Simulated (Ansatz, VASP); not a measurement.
One calculation of Se, two programs

```
Se
1.0
     4.40695    0.00000    0.00000
    -2.20347    3.81653    0.00000
     0.00000    0.00000    4.89627
Se
3
Direct
  0.22552 0.00000 0.16667
  0.00000 0.22552 0.83333
  0.77448 0.77448 0.50000
```

Change from the starting cell: equal strain along all axes, cell held, atoms relaxed: -2.0 %.

Alike in both runs: functional r2SCAN; k mesh 9 × 9 × 6; occupations gaussian, width 0.02 eV; no spin polarisation.

Ansatz relaxed the structure, and its values are those at the end. VASP's run is a single point on that final structure, the one shown.

```csv
,VASP,Ansatz
version,VASP 6.6.1,Ansatz 0.2.0
potentials or method,"VASP PAW PBE potentials, release 64 (Se)","scalar-relativistic, plane waves, PAW"
plane-wave cutoff (eV),520,500
valence electrons in the cell,18,48
```

```tsv
	VASP	Ansatz	Ansatz less VASP
gap on the k mesh at the Fermi level (eV)	1.39	1.40	+0.002
least direct gap on the mesh (eV)	1.69	1.70	+0.011
pressure (GPa)	1.3	1.3	+0.03
```

The two sets of potentials don't hold the same shells in valence. Ansatz warned: «stress_scf_threshold_loose».

Caveats: the PAW data sets were made with another functional, which shifts forces and pressure a little (VASP); an odd mesh through Γ misses points on the zone boundary, where band edges often lie.
